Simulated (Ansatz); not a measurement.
A run of Ansatz 0.2.0:

Contents of input.yaml:

```yaml
crystal:
  lattice:
    - [5.118, 0.0, 0.0]
    - [0.0, 5.1857, 0.0]
    - [-0.8586630598, 0.0, 5.2138671406]
  atoms:
    - { symbol: Hf, position: [0.2755, 0.4603, 0.708] }
    - { symbol: Hf, position: [0.7245, 0.9603, 0.792] }
    - { symbol: Hf, position: [0.7245, 0.5397, 0.292] }
    - { symbol: Hf, position: [0.2755, 0.0397, 0.208] }
    - { symbol: O, position: [0.0742, 0.1684, 0.8467] }
    - { symbol: O, position: [0.9258, 0.6684, 0.6533] }
    - { symbol: O, position: [0.9258, 0.8316, 0.1533] }
    - { symbol: O, position: [0.0742, 0.3316, 0.3467] }
    - { symbol: O, position: [0.4487, 0.7419, 0.9801] }
    - { symbol: O, position: [0.5513, 0.2419, 0.5199] }
    - { symbol: O, position: [0.5513, 0.2581, 0.0199] }
    - { symbol: O, position: [0.4487, 0.7581, 0.4801] }
hamiltonian:
  xc: pbe
  pseudopotentials: { kind: paw }
kpoints:
  mp_grid: { grid: [5, 5, 5] }
scf:
  occupations: { method: fermi_dirac, width: 0.05 }
output:
  forces: true
  stress: true
  eigenvalues: true
```

Potentials or basis: Ansatz PAW.

The run is started by

```sh
$ ansatz run input.yaml --threads 4 --pin off --max-ram 11264MiB --backend cpu --events-out ev --progress --plain --runs-dir out
```

Hardware: 4 threads of Arm Neoverse V1, with other jobs on the host.

Task: Estimate the wall time of this run.

Result: It took 7.8 s on 4 threads of Arm Neoverse V1 (shared host), peak memory 0.78 GiB. Counts: scf iterations 7, plane waves 2699, k points 39, bands 92.
